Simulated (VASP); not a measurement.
TlCl:

```
Tl Cl
1.0
     3.83400    0.00000    0.00000
     0.00000    3.83400    0.00000
     0.00000    0.00000    3.83400
Tl Cl
1 1
Direct
  0.00000 0.00000 0.00000
  0.50000 0.50000 0.50000
```

| Property | Result |
| --- | --- |
| Program | VASP 6.6.1 |
| Task | relaxation of cell and atoms |
| Functional | PBE |
| Dispersion | D3(BJ) |
| Potentials or basis | VASP PAW PBE potentials, release 64 (Tl_d, Cl) |
| Cutoff | 600 eV |
| k mesh | 8 × 8 × 8 |
| Occupations | gaussian, width 0.02 eV |
| Spin | no spin polarisation |

At the start: pressure 0.4 GPa; volume 28.18 Å³/atom.

Question: Where does the relaxation end?

Answer: Over 9 steps the energy falls by 17.4 meV/atom and the volume is 30.05 Å³/atom (+6.6 %); space group Pm-3m (No. 221, to 0.05 Å).

Step by step:
| step | energy change (eV) | largest force (eV/Å) | pressure (GPa) | volume (Å³) |
| --- | --- | --- | --- | --- |
| 1 | 0.0000 | 0.0000 | 0.44 | 56.36 |
| 2 | -0.0024 | 0.0000 | 0.84 | 56.99 |
| 3 | -0.0262 | 0.0000 | 2.26 | 58.93 |
| 4 | -0.0126 | 0.0000 | -1.57 | 62.92 |
| 5 | -0.0296 | 0.0000 | -1.32 | 61.19 |
| 6 | -0.0348 | 0.0000 | 0.09 | 60.05 |
| 7 | -0.0348 | 0.0000 | -0.05 | 60.13 |
| 8 | -0.0347 | 0.0000 | 0.28 | 59.96 |
| 9 | -0.0348 | 0.0000 | 0.01 | 60.10 |

Final structure:
```
CELL_PARAMETERS angstrom
3.91700 0.00000 0.00000
0.00000 3.91700 0.00000
0.00000 0.00000 3.91700
ATOMIC_POSITIONS crystal
Tl 0.00000 0.00000 0.00000
Cl 0.50000 0.50000 0.50000
```
